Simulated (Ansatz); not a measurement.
## ZnS (P6_3mc): gap, valleys and masses

```
CELL_PARAMETERS angstrom
3.78158 0.00000 0.00000
-1.89079 3.27494 0.00000
0.00000 0.00000 6.20896
ATOMIC_POSITIONS crystal
Zn 0.33333 0.66667 0.00544
Zn 0.66667 0.33333 0.50544
S 0.33333 0.66667 0.37956
S 0.66667 0.33333 0.87956
```

Conventional cell: a = 3.782 Å, b = 3.782 Å, c = 6.209 Å, α = 90.00°, β = 90.00°, γ = 120.00°. Zn (atom 1) has 4 S at 2.32 Å as nearest neighbours. Around S (atom 3) lie 4 Zn at 2.32 Å.

Level of theory, where no other is named: PBEsol, all-electron LAPW in Ansatz 0.2.0, with spin-orbit coupling. k mesh 8×8×4, fixed occupations, basis error target 1 meV/atom. The cell was relaxed by PAW under this functional.

Extrema are searched on a 8×8×4 mesh and refined by Newton steps; masses come from band slopes 0.005 Å⁻¹ away, 1/m* = (1/ħ²) d²E/dk², negative for holes (the finite step makes the lightest masses up to about 3 % heavy). k is in units of the reciprocal vectors.

Task: Where are the band edges, and is the gap direct?

Result: The valence maximum lies at Gamma (0.000, 0.000, 0.000) and the conduction minimum at Gamma (0.000, 0.000, 0.000), so the Kohn-Sham gap of 2.138 eV is direct.

Task: What are the electron masses at the edge?

Result: The principal masses are 0.156, 0.179, 0.179 mₑ. One valley has a density-of-states mass (m₁m₂m₃)^(1/3) = 0.171; the direction-averaged conductivity mass 3/Σ(1/mᵢ) is 0.171 mₑ.

Task: What are the hole masses at the edge?

Result: The principal masses are 0.306, 0.306, 1.53 mₑ. One valley has a density-of-states mass (m₁m₂m₃)^(1/3) = 0.524; the direction-averaged conductivity mass 3/Σ(1/mᵢ) is 0.418 mₑ. Another band lies 29 meV away, so these masses hold only close to the edge.

Task: What electronic dielectric constant and refractive index follow from the same bands (independent particles)?

Result: ε∞ = (6.46, 6.46, 6.56), so n ≈ √ε∞ = 2.55 (mean over directions) well under the gap and the normal reflectivity is ((n − 1)/(n + 1))² = 0.190. With the conductivity mass, a hydrogenic donor screened by ε∞ alone would bind by 13.6 eV × m*/ε∞² = 55 meV; static screening by the ions makes it shallower. Local fields, left out here, lower ε∞ by several per cent.

Task: What gap does PAW give in the same cell?

Result: 2.134 eV, -4 meV from the LAPW value.

Task: What does spin-orbit coupling change?

Result: The gap goes from 2.158 to 2.138 eV. The valence levels at the maximum lie at 0.000, -0.029, -0.120 eV (pairs).

Known limits: semilocal gaps are low, and what follows the gap (onsets, screening, light masses) shifts with it; wurtzite ZnS is metastable at ambient conditions; the frozen-core PAW files of the compared runs were fitted under PBE, their cores solved anew for this functional.
